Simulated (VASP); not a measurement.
# Settings for Ir: relaxation of the cell

Ir, Fm-3m (no. 225), 1 atom in the cell. LDA; PAW potentials Ir (LDA set). VASP 6.6.1. The cell is changed on purpose: volume scaled by 1.06.

Wanted: cell volume within 0.2 %; lattice lengths within 0.1 %; shortest distances from each atom, periodic images included within 0.005 Å.

What the run is for: cell; Accuracy asked: standard.

The series start from Plane-wave cutoff (eV): 320; Smearing width (eV): 0.1; k-point mesh: 13 × 13 × 13; Relaxation passes: 2; Ionic threshold (EDIFFG): -0.005; Electronic threshold (eV): 1e-6; Precision mode (PREC): Accurate; Relaxation algorithm: IBRION=2 POTIM=0.5. Each series keeps the choices made before it, and each single choice may use up half of a tolerance. Times cover all steps of a run.

## Plane-wave cutoff (eV)

| Plane-wave cutoff (eV) | Cell volume (Å³) | Lattice lengths, largest deviation against the largest value | Shortest distances from each atom, periodic images included, largest deviation (Å) | Time (s) |
|---|---|---|---|---|
| 210 | 13.82 | 0.27 % | 0.0073 | 7.1 |
| 240 | 13.93 | 0.0096 % | 0.0003 | 6.8 |
| 270 | 13.91 | 0.059 % | 0.0016 | 7.4 |
| 320 | 13.91 | 0.058 % | 0.0016 | 8.3 |
| 370 | 13.93 | 0.0033 % | 0.0001 | 15 |
| 440 | 13.93 | 0.0078 % | 0.0002 | 17 |
| 550 | 13.94 | 0.0018 % | 0.0001 | 21 |
| 650 (reference) | 13.93 | 0 % | 0.0000 | 23 |

Chosen: 370, the loosest value from which every tighter one stays within half of the tolerance.

## Smearing width (eV)

| Smearing width (eV) | Cell volume (Å³) | Lattice lengths, largest deviation against the largest value | Shortest distances from each atom, periodic images included, largest deviation (Å) | Time (s) |
|---|---|---|---|---|
| 0.4 | 13.93 | 0.0015 % | 0.0000 | 17 |
| 0.3 | 13.93 | 0.0033 % | 0.0001 | 17 |
| 0.2 | 13.93 | 0.0015 % | 0.0000 | 16 |
| 0.15 | 13.93 | 0.00037 % | 0.0000 | 15 |
| 0.1 | 13.93 | 0.00037 % | 0.0000 | 15 |
| 0.05 (reference) | 13.93 | 0 % | 0.0000 | 15 |

Chosen: 0.4.

## k-point mesh

| k-point mesh | Cell volume (Å³) | Lattice lengths, largest deviation against the largest value | Shortest distances from each atom, periodic images included, largest deviation (Å) | Time (s) |
|---|---|---|---|---|
| 5 × 5 × 5 | 14.09 | 0.38 % | 0.0103 | 4.3 |
| 7 × 7 × 7 | 13.88 | 0.14 % | 0.0037 | 6.2 |
| 8 × 8 × 8 | 13.98 | 0.11 % | 0.0030 | 7.5 |
| 10 × 10 × 10 | 13.93 | 0.015 % | 0.0004 | 9.8 |
| 13 × 13 × 13 | 13.93 | 0.0015 % | 0.0000 | 17 |
| 16 × 16 × 16 (reference) | 13.93 | 0 % | 0.0000 | 25 |

Chosen: 10 × 10 × 10.

## Relaxation passes

| Relaxation passes | Cell volume (Å³) | Lattice lengths, largest deviation against the largest value | Shortest distances from each atom, periodic images included, largest deviation (Å) | Time (s) |
|---|---|---|---|---|
| 1 | 13.93 | 0 % | 0.0000 | 7.4 |
| 2 | 13.93 | 0 % | 0.0000 | 9.8 |
| 3 (reference) | 13.93 | 0 % | 0.0000 | 11 |

Chosen: 1.

## Ionic threshold (EDIFFG)

| Ionic threshold (EDIFFG) | Cell volume (Å³) | Lattice lengths, largest deviation against the largest value | Shortest distances from each atom, periodic images included, largest deviation (Å) | Time (s) |
|---|---|---|---|---|
| -0.05 | 13.93 | 0 % | 0.0000 | 7.4 |
| -0.02 | 13.93 | 0 % | 0.0000 | 7.3 |
| -0.01 | 13.93 | 0 % | 0.0000 | 7.6 |
| -0.005 | 13.93 | 0 % | 0.0000 | 7.4 |
| -0.002 (reference) | 13.93 | 0 % | 0.0000 | 7.2 |

Chosen: -0.05.

## Electronic threshold (eV)

| Electronic threshold (eV) | Cell volume (Å³) | Lattice lengths, largest deviation against the largest value | Shortest distances from each atom, periodic images included, largest deviation (Å) | Time (s) |
|---|---|---|---|---|
| 0.0001 | 13.92 | 0.0067 % | 0.0002 | 6.3 |
| 1e-5 | 13.93 | 0.0041 % | 0.0001 | 6.6 |
| 1e-6 | 13.93 | 0.00037 % | 0.0000 | 7.4 |
| 1e-7 (reference) | 13.93 | 0 % | 0.0000 | 7.8 |

Chosen: 0.0001.

## Precision mode (PREC)

| Precision mode (PREC) | Cell volume (Å³) | Lattice lengths, largest deviation against the largest value | Shortest distances from each atom, periodic images included, largest deviation (Å) | Time (s) |
|---|---|---|---|---|
| Normal | 13.92 | 0.00037 % | 0.0000 | 3.5 |
| Accurate (reference) | 13.92 | 0 % | 0.0000 | 6.3 |

Chosen: Normal.

## Relaxation algorithm

| Relaxation algorithm | Cell volume (Å³) | Lattice lengths, largest deviation against the largest value | Shortest distances from each atom, periodic images included, largest deviation (Å) | Time (s) |
|---|---|---|---|---|
| IBRION=2 POTIM=0.5 | 13.92 | 0 % | 0.0000 | 3.5 |
| IBRION=2 POTIM=0.2 | 13.94 | 0.032 % | 0.0009 | 2.7 |
| IBRION=1 POTIM=0.5 | 13.92 | 0.01 % | 0.0003 | 3.5 |
| IBRION=1 POTIM=0.2 | 13.94 | 0.035 % | 0.0009 | 3.0 |

Chosen: IBRION=2 POTIM=0.2; it saves 0.8 s of 3.5, so IBRION=2 POTIM=0.5 would do nearly as well.

## All choices together

| Input | Cell volume (Å³) | Lattice lengths, largest deviation against the largest value | Shortest distances from each atom, periodic images included, largest deviation (Å) | Time (s) |
|---|---|---|---|---|
| the program's defaults (naive) | 13.84 | 0.23 % | 0.0062 | 2.2 |
| chosen settings | 13.94 | 0.0037 % | 0.0001 | 2.7 |
| reference settings throughout | 13.94 | 0 % | 0.0000 | 44 |

The tolerance is met.

Values of the reference run: Lattice lengths: 2.701, 2.701, 2.701 Å; Shortest distances from each atom, periodic images included: 2.701, 2.701, 2.701, 2.701 Å.

## The input

INCAR.step1:
```
SYSTEM = Ir
GGA = CA
ISMEAR = 1
SIGMA = 0.4
LWAVE = .FALSE.
LCHARG = .FALSE.
NSW = 80
PREC = Normal
LASPH = .TRUE.
LREAL = .FALSE.
ALGO = Normal
EDIFF = 1E-4
NELM = 120
GGA_COMPAT = .FALSE.
IBRION = 2
ISIF = 3
EDIFFG = -0.05
NELMIN = 4
ENCUT = 370
POTIM = 0.2
```

INCAR.step2, as INCAR.step1 but for:
```
- NSW = 80
- IBRION = 2
- ISIF = 3
- EDIFFG = -0.05
- NELMIN = 4
- POTIM = 0.2
+ ISIF = 2
```

KPOINTS:
```
Automatic mesh
0
Gamma
  10 10 10
  0 0 0
```

POSCAR.step1:
```
Ir
1.0
    0.0000000000      1.9531703226      1.9531703226
    1.9531703226      0.0000000000      1.9531703226
    1.9531703226      1.9531703226      0.0000000000
Ir
1
Direct
    0.0000000000      0.0000000000      0.0000000000
```

Commands (each step's output is kept before the next begins):
```
cat potpaw_LDA.64/Ir/POTCAR > POTCAR
cp INCAR.step1 INCAR
cp POSCAR.step1 POSCAR
mpirun -np 1 vasp_std > vasp.out
cp CONTCAR POSCAR
cp INCAR.step2 INCAR
mpirun -np 1 vasp_std > vasp.out
```

The chosen input took VASP 6.6.1 2.7 s on 1 core (Intel Xeon 6975P-C (Granite Rapids)), a shared host.

## An input that fails: cell relaxed at a low cutoff

VASP's message: Orbital orthonormalization failed in the inversion of matrix LAPACK: Routine ZPOTRF failed! kpoint: 1 spin: 1 Possible solutions for this issue are: - Please check whether the atoms are too close to each other. - Decreasing POTIM might help during relaxations or MDs. - Deleting CHGCAR or WAVECAR if incompatible with the structure. - Try calculating without symmetrizing (ISYM = 0 or ISYM = -1). ….

Changes against the starting input:
```
(all steps)
- PREC = Accurate
- NELM = 120
- ENCUT = 320
+ PREC = Low
+ NELM = 57
+ ENCUT = 150
```
